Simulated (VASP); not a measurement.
# SiC (Moissanite 6H) (P6_3mc) in VASP: notebook, part 2 of 2

VASP 6.6.1. The steps go on from the part before.

### Step 3. Relaxation of cell and atoms, r2SCAN

This run uses another cell than the first one, of 10.32 Å³/atom, 0.984 times its volume.

INCAR

```
PREC = Accurate
ENCUT = 600
EDIFF = 1E-7
ISMEAR = 0
SIGMA = 0.03
LREAL = False
LASPH = True
NELM = 80
ALGO = Normal
ISIF = 3
LWAVE = False
LCHARG = False
METAGGA = R2SCAN
LMIXTAU = True
IBRION = 2
NSW = 90
EDIFFG = -0.005
KPAR = 4
```

KPOINTS

```
regular mesh
0
Gamma
  12 12 2
```

POSCAR

```
SiC                                     
1.0
    3.0770452503     -0.0000000000      0.0000000000
   -1.5385226252      2.6647993554     -0.0000000000
    0.0000000000     -0.0000000000     15.1013617686
  Si              C             
     6     6
Direct
     0.0000000000000000    0.0000000000000000    0.1250451092838887
     0.0000000000000000    1.0000000000000000    0.6250451092838887
     0.3333333332999970    0.6666666667000030    0.2918229628344127
     0.6666666667000030    0.3333333332999970    0.7918229628344127
     0.3333333332999970    0.6666666667000030    0.9583021604484787
     0.6666666667000030    0.3333333332999970    0.4583021604484786
     0.0000000000000000    0.0000000000000000    0.9996665788702788
     1.0000000000000000    1.0000000000000000    0.4996665788702788
     0.3333333332999970    0.6666666667000030    0.1668496640927409
     0.6666666667000030    0.3333333332999970    0.6668496640927409
     0.3333333332999970    0.6666666667000030    0.8333135244702002
     0.6666666667000030    0.3333333332999970    0.3333135244702004
```

Potentials or basis: VASP PAW PBE potentials, release 64 (Si, C).

On the command line:

```bash
$ cat potpaw_PBE.64/Si/POTCAR potpaw_PBE.64/C/POTCAR > POTCAR
$ mpirun -np 4 vasp_std > vasp.out
```

Run time: 7.2 min. Hardware: 4 MPI ranks of Intel Xeon 6975P-C (Granite Rapids), shared host; peak memory 0.4 GiB.

Results (log left out):

```
Free energy                            : -115.9764 eV
Relaxed volume                         : 10.32 Å³/atom
Relaxed cell                           : a = 3.077 Å, b = 3.077 Å, c = 15.099 Å, α = 90.00°, β = 90.00°, γ = 120.00°
Space group after relaxing (to 0.05 Å) : P6_3mc (No. 186)
Energy gained by relaxing              : 0.0 meV/atom
Ionic steps                            : 3
Pressure after relaxing                : 0.0 GPa
Band gap on the k mesh                 : 2.40 eV, indirect (least direct gap 3.56 eV)
```

Final structure:
```
Si C
1.0
     3.07688    0.00000    0.00000
    -1.53844    2.66465    0.00000
     0.00000    0.00000   15.09904
Si C
6 6
Direct
  0.00000 0.00000 0.12504
  0.00000 0.00000 0.62504
  0.33333 0.66667 0.29182
  0.66667 0.33333 0.79182
  0.33333 0.66667 0.95830
  0.66667 0.33333 0.45830
  0.00000 0.00000 0.99968
  0.00000 0.00000 0.49968
  0.33333 0.66667 0.16685
  0.66667 0.33333 0.66685
  0.33333 0.66667 0.83331
  0.66667 0.33333 0.33331
```

Levels at points of the mesh, in eV from the valence-band top:
| k point | band 21 | band 22 | band 23 | band 24 | band 25 | band 26 | band 27 | band 28 |
| --- | --- | --- | --- | --- | --- | --- | --- | --- |
| (0.00, 0.00, 0.00) | -0.32 | -0.04 | 0.00 | 0.00 | 5.77 | 5.95 | 6.36 | 6.87 |
| (0.50, 0.00, 0.00) | -1.90 | -1.87 | -1.72 | -1.16 | 2.40 | 2.62 | 3.68 | 4.35 |
| (0.00, 0.00, 0.50) | -0.10 | -0.10 | -0.10 | -0.10 | 5.84 | 5.84 | 6.59 | 6.59 |
| (0.50, 0.00, 0.50) | -1.79 | -1.79 | -1.37 | -1.37 | 2.46 | 2.46 | 3.90 | 3.90 |

Caveat: the PAW data sets were made with another functional, which shifts forces and pressure a little. A k mesh can miss the band edges.

### Step 4. Relaxation of cell and atoms, LDA

INCAR

```
PREC     = Accurate       # precision mode
ENCUT    = 600            # plane-wave cutoff, eV
EDIFF    = 1E-6           # SCF threshold, eV
ISMEAR   = 0              # smearing method
SIGMA    = 0.03           # smearing width, eV
LREAL    = F              # projectors in reciprocal space
LASPH    = T              # aspherical terms in the spheres
NELM     = 80             # most SCF steps
ALGO     = Normal         # electronic algorithm
ISIF     = 3              # what is computed and relaxed
LWAVE    = F              # write WAVECAR
LCHARG   = F              # write CHGCAR
GGA      = CA             # functional
IBRION   = 2              # ionic algorithm
NSW      = 90             # ionic steps
EDIFFG   = -0.01          # ionic threshold
KPAR     = 4
```

KPOINTS

```
Automatic mesh
0
Gamma
  12 12 2
```

POSCAR

```
SiC
1.0
    3.0950000000      0.0000000000      0.0000000000
   -1.5475000000      2.6803486247      0.0000000000
    0.0000000000      0.0000000000     15.1700000000
Si C
6 6
Direct
    0.0000000000      0.0000000000      0.1250000000
    0.0000000000      0.0000000000      0.6250000000
    0.3333333333      0.6666666667      0.2917000000
    0.6666666667      0.3333333333      0.7917000000
    0.3333333333      0.6666666667      0.9583000000
    0.6666666667      0.3333333333      0.4583000000
    0.0000000000      0.0000000000      0.0000000000
    0.0000000000      0.0000000000      0.5000000000
    0.3333333333      0.6666666667      0.1667000000
    0.6666666667      0.3333333333      0.6667000000
    0.3333333333      0.6666666667      0.8333000000
    0.6666666667      0.3333333333      0.3333000000
```

Potentials or basis: VASP PAW LDA potentials, release 64 (Si, C).

On the command line:

```bash
$ cat potpaw_LDA.64/Si/POTCAR potpaw_LDA.64/C/POTCAR > POTCAR
$ mpirun -np 4 vasp_std > vasp.out
```

Wall time 3.1 min (4 MPI ranks of Intel Xeon Platinum 8488C (Sapphire Rapids), shared host); peak memory 0.32 GiB.

The run converged. Its results:

| Quantity | Value |
| --- | --- |
| Free energy | -99.8872 eV |
| Relaxed volume | 10.15 Å³/atom |
| Relaxed cell | a = 3.061 Å, b = 3.061 Å, c = 15.019 Å, α = 90.00°, β = 90.00°, γ = 120.00° |
| Space group after relaxing (to 0.05 Å) | P6_3mc (No. 186) |
| Energy gained by relaxing | 7.7 meV/atom |
| Ionic steps | 7 |
| Pressure after relaxing | -0.1 GPa |
| Largest force after relaxing | 0.009 eV/Å |
| Band gap on the k mesh | 1.97 eV, indirect (least direct gap 3.07 eV) |

Forces in eV/Å, atoms in the order of the input:
```
Si   0.000  0.000 -0.005
Si   0.000  0.000 -0.005
Si   0.000  0.000 -0.006
Si   0.000  0.000 -0.006
Si   0.000  0.000 -0.003
Si   0.000  0.000 -0.003
C    0.000  0.000  0.009
C    0.000  0.000  0.009
C    0.000  0.000  0.003
C    0.000  0.000  0.003
C    0.000  0.000  0.002
C    0.000  0.000  0.002
```

Stress tensor (GPa, compression positive):
```
-0.06  0.00  0.00
 0.00 -0.06  0.00
 0.00  0.00 -0.14
```

Step by step:
| step | energy change (eV) | largest force (eV/Å) | pressure (GPa) | volume (Å³) |
| --- | --- | --- | --- | --- |
| 1 | 0.0000 | 0.1437 | -7.05 | 125.85 |
| 2 | 0.0158 | 0.1287 | 8.51 | 117.63 |
| 3 | -0.0926 | 0.0268 | -0.05 | 121.81 |
| 4 | -0.0926 | 0.0266 | 0.10 | 121.73 |
| 5 | -0.0927 | 0.0126 | 0.11 | 121.73 |
| 6 | -0.0927 | 0.0134 | 0.11 | 121.73 |
| 7 | -0.0927 | 0.0089 | -0.09 | 121.83 |

Final structure:
```
CELL_PARAMETERS angstrom
3.06053 0.00000 0.00000
-1.53026 2.65050 0.00000
0.00000 0.00000 15.01905
ATOMIC_POSITIONS crystal
Si 0.00000 0.00000 0.12505
Si 0.00000 0.00000 0.62505
Si 0.33333 0.66667 0.29183
Si 0.66667 0.33333 0.79183
Si 0.33333 0.66667 0.95830
Si 0.66667 0.33333 0.45830
C 0.00000 0.00000 0.99967
C 0.00000 0.00000 0.49967
C 0.33333 0.66667 0.16683
C 0.66667 0.33333 0.66683
C 0.33333 0.66667 0.83332
C 0.66667 0.33333 0.33332
```

Levels at points of the mesh, in eV from the valence-band top:
```tsv
k point	band 21	band 22	band 23	band 24	band 25	band 26	band 27	band 28
(0.00, 0.00, 0.00)	-0.30	-0.04	0.00	0.00	5.30	5.47	5.89	6.40
(0.50, 0.00, 0.00)	-1.83	-1.80	-1.68	-1.11	1.97	2.16	3.16	3.86
(0.00, 0.00, 0.50)	-0.10	-0.10	-0.10	-0.10	5.37	5.37	6.12	6.12
(0.50, 0.00, 0.50)	-1.73	-1.73	-1.32	-1.32	2.01	2.01	3.38	3.38
```

A k mesh can miss the band edges. LDA usually gives volumes a few per cent too small.

### Step 5. Relaxation of cell and atoms, LDA

This run uses another cell than the first one, of 10.15 Å³/atom, 0.968 times its volume.

Changes to INCAR since step 4:

```diff
@@ -2,3 +2,3 @@
 ENCUT    = 600            # plane-wave cutoff, eV
-EDIFF    = 1E-6           # SCF threshold, eV
+EDIFF    = 1E-7           # SCF threshold, eV
 ISMEAR   = 0              # smearing method
@@ -15,3 +15,3 @@
 NSW      = 90             # ionic steps
-EDIFFG   = -0.01          # ionic threshold
+EDIFFG   = -0.005         # ionic threshold
 KPAR     = 4
```

KPOINTS is that of step 4.

POSCAR

```
SiC                                     
1.0
    3.0605283528     -0.0000000000     -0.0000000000
   -1.5302641764      2.6504953025      0.0000000000
    0.0000000000      0.0000000000     15.0190461802
  Si              C             
     6     6
Direct
     0.0000000000000000    0.0000000000000000    0.1250493623180255
     1.0000000000000000    0.0000000000000000    0.6250493623180254
     0.3333333332999970    0.6666666667000030    0.2918301569245969
     0.6666666667000030    0.3333333332999970    0.7918301569245969
     0.3333333332999970    0.6666666667000030    0.9583045729403558
     0.6666666667000030    0.3333333332999970    0.4583045729403558
     1.0000000000000000    1.0000000000000000    0.9996689421541601
     1.0000000000000000    0.0000000000000000    0.4996689421541601
     0.3333333332999970    0.6666666667000030    0.1668305954451915
     0.6666666667000030    0.3333333332999970    0.6668305954451916
     0.3333333332999970    0.6666666667000030    0.8333163702176704
     0.6666666667000030    0.3333333332999970    0.3333163702176702
```

On the command line:

```bash
$ cat potpaw_LDA.64/Si/POTCAR potpaw_LDA.64/C/POTCAR > POTCAR
$ mpirun -np 4 vasp_std > vasp.out
```

Run time: 79 s. Hardware: 4 MPI ranks of Intel Xeon Platinum 8488C (Sapphire Rapids), shared host; peak memory 0.28 GiB.

The run converged. Its results:

```yaml
Free_energy: -99.8821 eV
Relaxed_volume: 10.15 Å³/atom
Relaxed_cell: a = 3.060 Å, b = 3.060 Å, c = 15.016 Å, α = 90.00°, β = 90.00°, γ = 120.00°
Space_group_after_relaxing_to_0.05_Å: P6_3mc (No. 186)
Energy_gained_by_relaxing: 0.0 meV/atom
Ionic_steps: 3
Pressure_after_relaxing: 0.0 GPa
Band_gap_on_the_k_mesh: 1.97 eV, indirect (least direct gap 3.07 eV)
```

Final structure:
```xyz
12
Lattice="3.0604 0.0000 0.0000 -1.5302 2.6503 0.0000 0.0000 0.0000 15.0163" Properties=species:S:1:pos:R:3 pbc="T T T"
Si    0.0000    0.0000    1.8777
Si    0.0000    0.0000    9.3858
Si    0.0000    1.7669    4.3821
Si    1.5302    0.8834   11.8902
Si    0.0000    1.7669   14.3901
Si    1.5302    0.8834    6.8820
C     0.0000    0.0000   15.0115
C     0.0000    0.0000    7.5034
C     0.0000    1.7669    2.5052
C     1.5302    0.8834   10.0134
C     0.0000    1.7669   12.5134
C     1.5302    0.8834    5.0052
```

Levels at points of the mesh, in eV from the valence-band top:
| k point | band 20 | band 21 | band 22 | band 23 | band 24 | band 25 | band 26 | band 27 | band 28 | band 29 |
| --- | --- | --- | --- | --- | --- | --- | --- | --- | --- | --- |
| (0.00, 0.00, 0.00) | -0.30 | -0.30 | -0.04 | 0.00 | 0.00 | 5.30 | 5.47 | 5.89 | 6.40 | 6.57 |
| (0.50, 0.00, 0.00) | -2.28 | -1.83 | -1.80 | -1.69 | -1.11 | 1.97 | 2.16 | 3.16 | 3.86 | 4.54 |
| (0.00, 0.00, 0.50) | -0.64 | -0.10 | -0.10 | -0.10 | -0.10 | 5.37 | 5.37 | 6.12 | 6.12 | 6.89 |
| (0.50, 0.00, 0.50) | -2.38 | -1.73 | -1.73 | -1.32 | -1.32 | 2.01 | 2.01 | 3.38 | 3.38 | 4.82 |
